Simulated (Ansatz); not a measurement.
# Ga4O3: one candidate of a structure search, part 2 of 2

Where does this trial cell of Ga4O3 go when cell and atoms are let free?

Ansatz 0.2.0; DFT PBE, scalar-relativistic, plane waves, PAW.

## 4. Full relaxation

The end of the coarse run is made exact in the group found at a tolerance of 0.06 Å and reduced to its primitive cell.

The input, input.yaml:

```yaml
crystal:
  lattice:
    - [4.6138389391, 0.0, 0.0]
    - [0.0, 4.6138389391, 0.0]
    - [0.0, 0.0, 4.6138389391]
  atoms:
    - { symbol: Ga, position: [0.0, 0.5, 0.5] }
    - { symbol: Ga, position: [0.5, 0.0, 0.5] }
    - { symbol: Ga, position: [0.5, 0.5, 0.0] }
    - { symbol: Ga, position: [0.5, 0.5, 0.5] }
    - { symbol: O, position: [0.5, 0.0, 0.0] }
    - { symbol: O, position: [0.0, 0.5, 0.0] }
    - { symbol: O, position: [0.0, 0.0, 0.5] }
basis:
  ecutwfc: 420
kpoints:
  mp_grid: { grid: [8, 8, 8] }
hamiltonian:
  xc: pbe
scf:
  occupations: { method: gaussian, width: 0.1 }
output:
  forces: true
  stress: true
  eigenvalues: true
  write_density: true
  write_potential: true
  elf: true
  volumetric_format: npy
relax:
  adjacent_minimum: "off"
  f_tol: 0.01
  max_steps: 80
  cell: { stress_tol: 0.05 }
```

On the command line:

```sh
$ ansatz run input.yaml --threads 1 --pin off --max-ram 2048MiB --backend cpu --events-out ev --progress --plain --runs-dir out
```

Log:

```text
Warning: RAYON_NUM_THREADS=1 ignored (pool sized by the plan → 1); use --threads N
Engine: ansatz 0.2.0, x86_64-unknown-linux-gnu
Pseudopotentials: kind: paw
Pseudopotential: Ga, paw, valence charge 13, recommended cutoff 420 eV (normal), Ga.paw.azcp
Pseudopotential: O, paw, valence charge 6, recommended cutoff 420 eV (normal), O.paw.azcp
Functional definition: PBE
  parameter kappa = 0.804
  parameter beta = 0.06672455060314922
  exchange = pbe_x(kappa = kappa, mu = beta*pi^2/3)
  correlation = pbe_c(beta = beta)
Crystal: 7 atoms, lattice volume = 98.217 Å³
Basis set: ecut = 420 eV, 1935 PW (Γ), exchange–correlation on 64×64×64 points (8 copies of the dense FFT grid, shifted against one another)
Bands: 42, of which v1, the nominal top of the filled ones, is band 35 counted from 1 (34 counted from 0)
Symmetry: 48 space group operations
Space group: Pm-3m (ITA 221), of the structure as read, at distance tolerance 4.6e-5 Å
k-points: 35 of 512
Non-local potential: Ga, projectors of the file, l = 0: 2, l = 1: 2, l = 2: 3, l = 3: 1
Non-local potential: O, projectors of the file, l = 0: 2, l = 1: 2, l = 2: 1
PAW form: soft (Blöchl's): semilocal exchange-correlation on the pseudo side does not see the compensation charge
PAW one-centre angular grid: Ga, 590 points (default); XC on 64 Gauss nodes
PAW one-centre angular grid: O, 110 points (default); XC on 64 Gauss nodes
Initial density: superposition of atomic densities (neutral atoms: chi_scale 0, normalization atom), corrected by the library's trained network
Initial wavefunctions: pseudopotential atomic-orbital guess
Functional: x = pbe(κ = 0.804, μ = 0.2195149727645171), c = pbe(β = 0.06672455060314922)
SCF iter   1: F=—  HF=-16827.685906 eV  |F-HF|=—  |Δ(HF+E_count)|=         —  Δρ=1.25e-2  dr2=1.43e-1  ethr=1.77e-3  ⟨swp⟩=6.2  Hψ=5419  notcnv=0  defer=6
preconditioner: auto → LDOS  [metal: Δε(μ)=0.008 eV  Ē_g=15.291 eV  σ=0.100 eV  W_gap=0.04  n_scr=26 (ndim 8)  ℏωp=31.3 eV  f_vac=0.063  D(μ)=6.06/eV (n_scr^D=80)  β→1.0]
SCF iter   2: F=—  HF=-16827.663189 eV  |F-HF|=—  |Δ(HF+E_count)|=   2.27e-2  Δρ=5.46e-3  dr2=1.14e-2  ethr=2.05e-4  ⟨swp⟩=2.6  Hψ=2878  notcnv=0  defer=40
SCF iter   3: F=—  HF=-16827.661656 eV  |F-HF|=—  |Δ(HF+E_count)|=   1.53e-3  Δρ=2.50e-3  dr2=7.80e-3  ethr=1.63e-5  ⟨swp⟩=2.0  Hψ=2633  notcnv=0  defer=40
SCF iter   4: F=—  HF=-16827.659877 eV  |F-HF|=—  |Δ(HF+E_count)|=   1.78e-3  Δρ=1.20e-3  dr2=2.25e-3  ethr=1.11e-5  ⟨swp⟩=2.0  Hψ=2048  notcnv=0  defer=40
SCF iter   5: F=—  HF=-16827.659480 eV  |F-HF|=—  |Δ(HF+E_count)|=   3.97e-4  Δρ=4.04e-4  dr2=8.33e-5  ethr=3.22e-6  ⟨swp⟩=3.0  Hψ=2594  notcnv=0  defer=40
SCF iter   6: F=—  HF=-16827.659253 eV  |F-HF|=—  |Δ(HF+E_count)|=   2.27e-4  Δρ=2.06e-4  dr2=3.17e-5  ethr=1.19e-7  ⟨swp⟩=2.0  Hψ=2622  notcnv=0  defer=40
SCF iter   7: F=—  HF=-16827.659250 eV  |F-HF|=—  |Δ(HF+E_count)|=   2.94e-6  Δρ=1.26e-4  dr2=1.74e-5  ethr=4.54e-8  ⟨swp⟩=2.1  Hψ=2042  notcnv=0  defer=40
SCF iter   8: F=—  HF=-16827.659246 eV  |F-HF|=—  |Δ(HF+E_count)|=   3.70e-6  Δρ=3.71e-5  dr2=1.17e-6  ethr=2.49e-8  ⟨swp⟩=2.0  Hψ=2446  notcnv=0  defer=40
SCF iter   9: F=-16827.659246 eV  HF=-16827.659246 eV  |F-HF|=8.73e-11  |Δ(HF+E_count)|=   2.04e-7  Δρ=1.07e-5  dr2=8.30e-8  ethr=1.43e-10  ⟨swp⟩=12.1  Hψ=11738  notcnv=0
SCF 1 converged in 9 iterations: F = -16827.659246 eV  dr2 = 8.30e-8
relax step   1: F+E_penalty+E_count = -16827.65924614 eV  Δ(F+E_penalty+E_count) = +0.000e0 eV  max|allowed force component| = 2.645e-29 eV/Å  Δτ_max = 0.0000 Å  P = +0.606 GPa  Ω = 98.217 Å³  (9 SCF iters, dr2 threshold 1.00e-7 eV, accepted)
Crystal: 7 atoms, lattice volume = 98.612 Å³
Initial density: handed on by an earlier stage of this run
Initial wavefunctions: those handed on with the density
iter 1 solved again at ethr=5.26e-7 eV; its pass at ethr=3.10e-3 eV (dr2=3.68e-4 eV) is discarded
SCF iter   1: F=—  HF=-16827.659532 eV  |F-HF|=—  |Δ(HF+E_count)|=         —  Δρ=4.13e-4  dr2=3.71e-4  ethr=5.26e-7  ⟨swp⟩=2.0  Hψ=6207  notcnv=0
preconditioner: auto → LDOS  [metal: Δε(μ)=0.018 eV  Ē_g=15.243 eV  σ=0.100 eV  W_gap=0.10  n_scr=26 (ndim 8)  ℏωp=31.3 eV  f_vac=0.067  D(μ)=7.54/eV (n_scr^D=80)  β→1.0]
SCF iter   2: F=—  HF=-16827.659261 eV  |F-HF|=—  |Δ(HF+E_count)|=   2.71e-4  Δρ=2.96e-4  dr2=1.51e-4  ethr=5.26e-7  ⟨swp⟩=1.1  Hψ=1544  notcnv=0
SCF iter   3: F=—  HF=-16827.659256 eV  |F-HF|=—  |Δ(HF+E_count)|=   4.94e-6  Δρ=2.08e-4  dr2=4.39e-5  ethr=2.15e-7  ⟨swp⟩=2.0  Hψ=2333  notcnv=0
SCF iter   4: F=—  HF=-16827.659238 eV  |F-HF|=—  |Δ(HF+E_count)|=   1.78e-5  Δρ=7.91e-5  dr2=7.08e-6  ethr=6.27e-8  ⟨swp⟩=2.1  Hψ=2371  notcnv=0
SCF iter   5: F=-16827.659236 eV  HF=-16827.659236 eV  |F-HF|=1.68e-7  |Δ(HF+E_count)|=   2.50e-6  Δρ=1.74e-5  dr2=2.81e-7  ethr=1.00e-9  ⟨swp⟩=8.5  Hψ=12129  notcnv=0
SCF 2 converged in 5 iterations: F = -16827.659236 eV  dr2 = 2.81e-7
relax step   2: F+E_penalty+E_count = -16827.65923571 eV  Δ(F+E_penalty+E_count) = +1.043e-5 eV  max|allowed force component| = 7.002e-29 eV/Å  Δτ_max = 0.0000 Å  P = +0.226 GPa  Ω = 98.612 Å³  energy of the carried Pulay correction = -1.034e-3 eV  (5 SCF iters, dr2 threshold 7.00e-7 eV, accepted)
Crystal: 7 atoms, lattice volume = 98.848 Å³
iter 1 solved again at ethr=1.93e-7 eV; its pass at ethr=3.10e-3 eV (dr2=1.35e-4 eV) is discarded
SCF iter   1: F=—  HF=-16827.659033 eV  |F-HF|=—  |Δ(HF+E_count)|=         —  Δρ=2.53e-4  dr2=1.38e-4  ethr=1.93e-7  ⟨swp⟩=2.0  Hψ=6106  notcnv=0
preconditioner: auto → LDOS  [metal: Δε(μ)=0.018 eV  Ē_g=15.230 eV  σ=0.100 eV  W_gap=0.10  n_scr=26 (ndim 8)  ℏωp=31.2 eV  f_vac=0.067  D(μ)=7.64/eV (n_scr^D=80)  β→1.0]
SCF iter   2: F=—  HF=-16827.659020 eV  |F-HF|=—  |Δ(HF+E_count)|=   1.32e-5  Δρ=1.80e-4  dr2=5.85e-5  ethr=1.93e-7  ⟨swp⟩=1.0  Hψ=1470  notcnv=0
SCF iter   3: F=—  HF=-16827.658795 eV  |F-HF|=—  |Δ(HF+E_count)|=   2.25e-4  Δρ=1.19e-4  dr2=1.29e-5  ethr=8.36e-8  ⟨swp⟩=2.0  Hψ=2439  notcnv=0
SCF iter   4: F=—  HF=-16827.658790 eV  |F-HF|=—  |Δ(HF+E_count)|=   5.13e-6  Δρ=5.06e-5  dr2=2.68e-6  ethr=1.85e-8  ⟨swp⟩=2.0  Hψ=2479  notcnv=0
SCF iter   5: F=-16827.658788 eV  HF=-16827.658788 eV  |F-HF|=1.25e-7  |Δ(HF+E_count)|=   1.13e-6  Δρ=1.09e-5  dr2=1.21e-7  ethr=1.82e-10  ⟨swp⟩=7.7  Hψ=11237  notcnv=0
SCF 3 converged in 5 iterations: F = -16827.658788 eV  dr2 = 1.21e-7
relax step   3: F+E_penalty+E_count = -16827.65878832 eV  Δ(F+E_penalty+E_count) = +4.474e-4 eV  max|allowed force component| = 1.067e-29 eV/Å  Δτ_max = 0.0000 Å  P = +0.003 GPa  Ω = 98.848 Å³  energy of the carried Pulay correction = -1.649e-3 eV  (5 SCF iters, dr2 threshold 1.27e-7 eV, accepted)
Initial wavefunctions: pseudopotential atomic-orbital guess (no wavefunctions were taken with the density)
iter 1 solved again at ethr=5.23e-8 eV; its pass at ethr=3.10e-3 eV (dr2=3.66e-5 eV) is discarded
SCF iter   1: F=—  HF=-16827.660706 eV  |F-HF|=—  |Δ(HF+E_count)|=         —  Δρ=5.87e-5  dr2=6.27e-7  ethr=5.23e-8  ⟨swp⟩=3.9  Hψ=9902  notcnv=0
preconditioner: auto → LDOS  [metal: Δε(μ)=0.019 eV  Ē_g=15.233 eV  σ=0.100 eV  W_gap=0.11  n_scr=26 (ndim 8)  ℏωp=31.2 eV  f_vac=0.066  D(μ)=7.69/eV (n_scr^D=80)  β→1.0]
SCF iter   2: F=—  HF=-16827.660505 eV  |F-HF|=—  |Δ(HF+E_count)|=   2.01e-4  Δρ=1.37e-5  dr2=8.66e-8  ethr=8.95e-10  ⟨swp⟩=2.0  Hψ=2703  notcnv=0
SCF iter   3: F=—  HF=-16827.660505 eV  |F-HF|=—  |Δ(HF+E_count)|=   9.96e-9  Δρ=4.27e-6  dr2=1.58e-8  ethr=1.24e-10  ⟨swp⟩=2.0  Hψ=2695  notcnv=0
SCF iter   4: F=—  HF=-16827.660505 eV  |F-HF|=—  |Δ(HF+E_count)|=   5.81e-9  Δρ=2.42e-6  dr2=2.84e-9  ethr=2.26e-11  ⟨swp⟩=2.0  Hψ=2543  notcnv=0
SCF iter   5: F=—  HF=-16827.660505 eV  |F-HF|=—  |Δ(HF+E_count)|=   1.01e-9  Δρ=1.01e-6  dr2=1.21e-9  ethr=4.05e-12  ⟨swp⟩=2.1  Hψ=2258  notcnv=0
SCF iter   6: F=—  HF=-16827.660505 eV  |F-HF|=—  |Δ(HF+E_count)|=  3.27e-11  Δρ=6.96e-7  dr2=3.45e-10  ethr=1.72e-12  ⟨swp⟩=2.0  Hψ=2518  notcnv=0
SCF iter   7: F=—  HF=-16827.660505 eV  |F-HF|=—  |Δ(HF+E_count)|=  6.91e-11  Δρ=2.45e-7  dr2=1.08e-10  ethr=1.00e-12  ⟨swp⟩=2.0  Hψ=2170  notcnv=0
SCF iter   8: F=-16827.660505 eV  HF=-16827.660505 eV  |F-HF|=2.55e-11  |Δ(HF+E_count)|=  7.28e-12  Δρ=1.23e-7  dr2=2.97e-11  ethr=1.00e-12  ⟨swp⟩=6.7  Hψ=7080  notcnv=0
SCF 4 converged in 8 iterations: F = -16827.660505 eV  dr2 = 2.97e-11
relax step   4: F+E_penalty+E_count = -16827.66050461 eV  Δ(F+E_penalty+E_count) = -1.716e-3 eV  max|allowed force component| = 1.163e-29 eV/Å  Δτ_max = 0.0000 Å  P = +0.029 GPa  Ω = 98.848 Å³  stress off target by 2.89e-2 GPa  SCF on the basis re-selected at this cell (its energy is not comparable with the rows above)  (8 SCF iters)
basis re-selected at this cell: Δ(F+E_penalty+E_count) = -1.716e-3 eV, ΔP = +0.026 GPa vs the last step (what re-selecting the basis moved, of the pressure what is left beyond the Pulay correction that the steps carried, after the strain that the cell walked since its last selection, with what the two solves' SCF thresholds leave and, on support functions, any second-order correction that the steps lacked; it is no measure of the basis error at this ecutwfc). This SCF's stress stands 2.89e-2 GPa from its target on what of the cell is left free (relax.cell.stress_tol is 5.00e-2 GPa) and its largest allowed force component is 1.16e-29 eV/Å (relax.f_tol is 1.00e-2 eV/Å): within both
SCF converged after 8 iterations
Free energy (F): -16827.660505 eV
Harris-Foulkes:  -16827.660505 eV  (|F-HF|=2.55e-11)
Internal energy: -16827.622060 eV  (E = F + TS)
E sigma→0 (E₀):  -16827.641282 eV
Entropy (-TS):   -0.038445 eV (-5.492 meV/atom)
Fermi energy:    7.112089 eV
--- Per-component energies (eV) ---
  E_band       = -247.875038
  E_kinetic    = 975.003704
  E_local      = -8882.388119  (includes V_loc(G=0)·N_el)
  E_nonlocal   = 1842.562260
  E_hartree    = 4035.911491
  E_xc         = -494.739031
  E_vxc        = -510.240191  (∫ρ·V_xc dr)
  E_paw        = -8424.250775  (= ΣΔE_a)
  E_vpaw       = -1744.642312  (= ΣTr[D̂ρ^β])
  E_aug_tail   = 0.006513  (compensation charges beyond the density's cutoff)
  E_ewald      = -5879.728102
  E_smearing   = -0.038445  (= −TS)
  E_closure    = -0.000000  (closes the sum)
  Σ components = -16827.660505   (vs F -16827.660505, Δ=0.00e0)
--- Forces (eV/Å), atoms counted from 1 ---
  atom   1  Ga     0.00000000     0.00000000     0.00000000
  atom   2  Ga     0.00000000    -0.00000000    -0.00000000
  atom   3  Ga     0.00000000     0.00000000     0.00000000
  atom   4  Ga    -0.00000000    -0.00000000     0.00000000
  atom   5  O      0.00000000     0.00000000     0.00000000
  atom   6  O      0.00000000    -0.00000000    -0.00000000
  atom   7  O      0.00000000     0.00000000     0.00000000
  max |Σ_I F_I| component: 1.84e-29 eV/Å
--- Stress (GPa, compression-positive) ---
        0.028943       0.000000       0.000000
        0.000000       0.028943      -0.000000
        0.000000      -0.000000       0.028943
  P = ⅓ Tr σ = 0.0289 GPa (0.289 kbar)
--- Band table (eV; the first three rows and the last of 35) ---
  k-point 0: bands = ["-9.7794", "-9.2909", "-9.2909", "-8.3771", "-8.3771", "-7.9798", "-7.9798", "-7.9798", "-7.6451", "-7.1063", "-7.1063", "-7.1063", "-7.0589", "-7.0589", "-7.0589", "-7.0373", "-7.0373", "-7.0373", "-7.0204", "-6.8107", "-6.8107", "-6.5754", "-6.5754", "-1.1446", "2.5046", "2.5046", "2.5046", "4.4473", "4.4473", "4.4473", "5.7255", "5.7255", "6.6519", "6.6519", "6.6519", "7.5521", "7.5521", "7.5521", "11.5208", "15.3548", "15.3548", "15.3548"]
  k-point 1: bands = ["-9.7476", "-9.2976", "-9.2689", "-8.3769", "-8.3473", "-7.9793", "-7.9666", "-7.9666", "-7.6274", "-7.1156", "-7.1156", "-7.1063", "-7.0595", "-7.0595", "-7.0594", "-7.0459", "-7.0459", "-7.0373", "-7.0261", "-6.8449", "-6.8096", "-6.6131", "-6.6009", "-1.2503", "2.5248", "2.5831", "2.5831", "4.0031", "4.4154", "4.4154", "5.7181", "6.3628", "6.6286", "6.6286", "6.7258", "7.4585", "7.4585", "7.5282", "12.0034", "15.1639", "15.1639", "15.4212"]
  k-point 2: bands = ["-9.6621", "-9.3203", "-9.2137", "-8.3767", "-8.2744", "-7.9783", "-7.9327", "-7.9327", "-7.5668", "-7.1472", "-7.1472", "-7.1063", "-7.0611", "-7.0611", "-7.0604", "-7.0590", "-7.0590", "-7.0434", "-7.0373", "-6.9393", "-6.8053", "-6.7140", "-6.6627", "-1.4844", "2.5640", "2.8032", "2.8032", "3.4298", "4.2997", "4.2997", "5.6666", "6.5306", "6.5829", "6.5829", "7.2356", "7.2356", "7.4680", "8.0853", "13.0773", "14.9159", "14.9159", "15.2475"]
  k-point 34: bands = ["-9.1124", "-9.1124", "-9.1124", "-7.8946", "-7.8946", "-7.7273", "-7.7273", "-7.7273", "-7.3966", "-7.3966", "-7.3966", "-7.2251", "-7.2251", "-7.2251", "-7.2234", "-7.2234", "-7.2234", "-7.1182", "-7.0780", "-7.0780", "-7.0780", "-7.0438", "-7.0438", "-0.7393", "0.2005", "0.2005", "0.2005", "5.0210", "5.8481", "5.8481", "5.8481", "7.0799", "7.0799", "8.2262", "8.2262", "8.2262", "10.4323", "10.4323", "10.4323", "13.6615", "13.6615", "15.5730"]
--- Relaxed structure (3 steps of the walk, 3 accepted, 1 SCFs on fresh bases) ---
  F+E_penalty+E_count = -16827.66050461 eV   max|allowed force component| = 1.163e-29 eV/Å   (the final SCF, on the basis selected at the relaxed cell)
  cell:  # Å, volume = 98.8480 Å³
    - [4.623696071683089, -3.205964926142652e-35, -2.407412430484045e-35]
    - [-3.205964926142652e-35, 4.623696071683089, -8.024708101613482e-36]
    - [-2.407412430484045e-35, -8.024708101613482e-36, 4.623696071683089]
  atoms:
    - { symbol: Ga, position: [-4.969340660001941e-37, 0.5, 0.5] }
    - { symbol: Ga, position: [0.5, -4.751932004972082e-36, 0.5] }
    - { symbol: Ga, position: [0.5, 0.5, -5.528391482913693e-36] }
    - { symbol: Ga, position: [0.5, 0.5, 0.5] }
    - { symbol: O, position: [0.5, -4.037589285175639e-37, 9.938681317617557e-37] }
    - { symbol: O, position: [-1.4411087910563535e-35, 0.5, 9.938681317617559e-37] }
    - { symbol: O, position: [-1.441108791062681e-35, 1.7703276096527483e-36, 0.5] }
```

Run time: 13 s. Hardware: 1 thread of AMD EPYC 9R45 (Zen 5), shared host; peak memory 0.47 GiB.

The steps of the relaxation:

```csv
step,energy from step 1 (eV/cell),largest force component (eV/Å),pressure (GPa),volume (Å³)
1,0.0000,0.0000,0.61,98.22
2,0.0000,0.0000,0.23,98.61
3,0.0005,0.0000,0.00,98.85
4,-0.0013,0.0000,0.03,98.85
```

Step 1 is the start. Step 4 repeats the geometry before it on a plane-wave basis chosen anew for that cell, so its energy need not be comparable with the rows above.

|  | before | after | change |
| --- | --- | --- | --- |
| a (Å) | 4.614 | 4.624 | +0.2 % |
| b (Å) | 4.614 | 4.624 | +0.2 % |
| c (Å) | 4.614 | 4.624 | +0.2 % |
| volume (Å³/atom) | 14.03 | 14.12 | +0.6 % |
| shortest distance (Å) | 2.307 | 2.312 | +0.2 % |
| space group (0.01 Å) | Pm-3m | Pm-3m | same |

The run keeps the 48 symmetry operations of the start, so it could not have lowered the symmetry.

Density in a lattice plane of the grid's cell (edges 4.62 and 4.62 Å, at 0.500 of the third edge), which holds Ga and O.

Ten even steps from '0' (0.15 e/Å³) to '9' (52.50 e/Å³):
```
100000000013531000000000
000000000000100000000000
000000000000000000000000
000000000000000000000000
000000000000000000000000
000000000000000000000000
000000000000000000000000
100000000000100000000000
531000000013531000000013
962000000016961000000026
531000000013531000000013
100000000000100000000000
000000000000000000000000
000000000000000000000000
000000000000000000000000
000000000000000000000000
000000000000000000000000
000000000000100000000000
100000000013531000000000
110000000026962000000001
```
Columns run along the first of these edges and rows up along the second, over one cell in 24 and 20 even steps from the bottom left corner. Atoms in the plane (fractional): Ga at (1.00, 0.50), Ga at (0.50, 1.00), Ga at (0.50, 0.50), O at (1.00, 0.00).

ELF in the same plane.

Ten even steps from ' ' (0.03) to '@' (0.78):
```
**##@@@@%%++::..::..          ..::..::++%%@@@@##
@@@@@@@@##==::..::::..      ..::::..::==##@@@@@@
@@@@%%**==::..::::----::::::----::::..::==**%%@@
****++--::....::--==============--::....::--++**
::::::::....::--++**************++--::....::::::
::::::::::--====++++++++++++++++++====--::::::::
..::::::--==++++====----------====++++==--::::::
    ..::--==**++==--....  ....--==++**==--::..  
      ..--==**++--::          ::--++**==--..    
**    ..--++**++--..    **    ..--++**++--..    
      ..--==**++--::          ::--++**==--..    
    ..::--==**++==--....  ....--==++**==--::..  
..::::::--==++++====----------====++++==--::::::
::::::::::--====++++++++++++++++++====--::::::::
::::::::....::--++**************++--::....::::::
****++--::....::--==============--::....::--++**
@@@@%%**==::..::::----::::::----::::..::==**%%@@
@@@@@@@@##==::..::::..      ..::::..::==##@@@@@@
**##@@@@%%++::..::..          ..::..::++%%@@@@##
--++%%@@@@++::..::..    **    ..::..::++@@@@%%++
```
Columns run along the first of these edges and rows up along the second, over one cell in 24 and 20 even steps from the bottom left corner. Atoms in the plane (fractional): Ga at (1.00, 0.50), Ga at (0.50, 1.00), Ga at (0.50, 0.50), O at (1.00, 0.00).

Both are smooth fields of the valence electrons: close to the nuclei they are not physical.

Maxima of ELF outside the ion cores: 0.89 beside O, off the lines to its neighbours, 0.6 Å from O; 0.51 on the Ga–Ga line, 1.2 Å from Ga.

## 5. Results

What follows sums up all 2 parts. Changes of volume or cell count from the first structure of part 1.

| quantity | value |
| --- | --- |
| symmetry at the end (tolerance 0.05 Å) | space group Pm-3m (No. 221) |
| conventional cell | a = 4.624 Å, b = 4.624 Å, c = 4.624 Å, α = 90.00°, β = 90.00°, γ = 90.00° |
| volume | 14.12 Å³/atom |
| energy over the elements (uncorrected; H, N, O, F and Cl as molecules) | -0.09 eV/atom |
| gap on the mesh | none (metal) |

**Reading.** The space group Pm-3m (No. 221) is kept, and the volume per atom shrinks by 3.0 % from the first guess. A negative formation energy is needed for stability but isn't enough; other structures and compounds were not set against it here. No finished test with a distortion of lower symmetry is shown, so the end may be a saddle point. The final runs have no spin polarisation, so no magnetic state was tried and one may lie lower.
